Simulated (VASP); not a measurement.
Crystal: In.

```
CELL_PARAMETERS angstrom
-1.69510 1.69510 2.39225
1.69510 -1.69510 2.39225
1.69510 1.69510 -2.39225
ATOMIC_POSITIONS crystal
In 0.00000 0.00000 0.00000
```

* Program: VASP 6.6.1
* Task: relaxation of cell and atoms
* Functional: PBEsol
* Potentials or basis: VASP PAW PBE potentials, release 64 (In_d)
* Cutoff: 600 eV
* k mesh: 18 × 18 × 18
* Occupations: gaussian, width 0.1 eV
* Spin: no spin polarisation

At the start: pressure -2.7 GPa; volume 27.50 Å³/atom.

Q: How do energy, volume and symmetry change on relaxing?

A: Over 6 steps the energy falls by 17.1 meV/atom and the volume is 25.60 Å³/atom (-6.9 %); space group Fm-3m (No. 225, to 0.05 Å).

The path:
| step | energy change (eV) | largest force (eV/Å) | pressure (GPa) | volume (Å³) |
| --- | --- | --- | --- | --- |
| 1 | 0.0000 | 0.0000 | -2.66 | 27.50 |
| 2 | -0.0170 | 0.0000 | 0.10 | 25.72 |
| 3 | -0.0170 | 0.0000 | -0.27 | 25.76 |
| 4 | -0.0170 | 0.0000 | -0.22 | 25.74 |
| 5 | -0.0170 | 0.0000 | -0.13 | 25.70 |
| 6 | -0.0171 | 0.0000 | 0.01 | 25.60 |

Final structure:
```
In
1.0
    -1.65441    1.65441    2.33857
     1.65441   -1.65441    2.33857
     1.65441    1.65441   -2.33857
In
1
Direct
  0.00000 0.00000 0.00000
```

Caveat: the PAW data sets were made with another functional, which shifts forces and pressure a little.
